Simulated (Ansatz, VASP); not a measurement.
Given: the input of a run of VASP 6.6.1 on Pd.

File INCAR:

```
SYSTEM = Pd
PREC = Accurate
ENCUT = 520
EDIFF = 1E-7
ISMEAR = -1
SIGMA = 0.05
LREAL = .FALSE.
LASPH = .TRUE.
NELM = 60
ALGO = Normal
ISIF = 2
LWAVE = .FALSE.
LCHARG = .FALSE.
GGA = PS
NBANDS = 11
```

File KPOINTS:

```
regular mesh
0
G
  12 12 12
  0 0 0
```

The input POSCAR:

```
Pd
1.0
   -1.5826937604      1.5826937604      1.5826937604
    1.5826937604     -1.5826937604      1.5826937604
    1.5826937604      1.5826937604     -1.5826937604
Pd
1
Direct
    0.0000000000      0.0000000000      0.0000000000
```

Potentials or basis: VASP PAW PBE potentials, release 64 (Pd).

Command:

```console
$ cat potpaw_PBE.64/Pd/POTCAR > POTCAR
$ mpirun -np 1 vasp_std > vasp.out
```

Translate it to Ansatz 0.2.0. Potentials there: Ansatz PAW.

As run (the cutoff follows the program's own potentials):

Contents of input.yaml:

```yaml
crystal:
  lattice:
    - [-1.5826937604, 1.5826937604, 1.5826937604]
    - [1.5826937604, -1.5826937604, 1.5826937604]
    - [1.5826937604, 1.5826937604, -1.5826937604]
  atoms:
    - { symbol: Pd, position: [0.0, 0.0, 0.0] }
hamiltonian:
  xc: pbesol
  pseudopotentials: { kind: paw }
kpoints:
  mp_grid: { grid: [12, 12, 12] }
scf:
  occupations: { method: fermi_dirac, width: 0.05 }
output:
  forces: true
  stress: true
  eigenvalues: true
```

Potentials or basis: Ansatz PAW.

Command:

```bash
$ ansatz run input.yaml --threads 1 --pin off --max-ram 3584MiB --backend cpu --events-out ev --progress --plain --runs-dir out
```

Both were run:

|  | VASP | Ansatz | Ansatz less VASP |
| --- | --- | --- | --- |
| gap on the k mesh at the Fermi level (eV) | none | none | - |
| pressure (GPa) | -12.9 | -12.6 | +0.25 |

A gap of «none» marks a metal or a gap that the smearing closes. The two sets of potentials don't hold the same shells in valence.

Caveats: the PAW data sets were made with another functional, which shifts forces and pressure a little (VASP); the PAW data sets come from PBE, with cores solved anew for the run's functional, which leaves a small shift of forces and pressure (Ansatz).
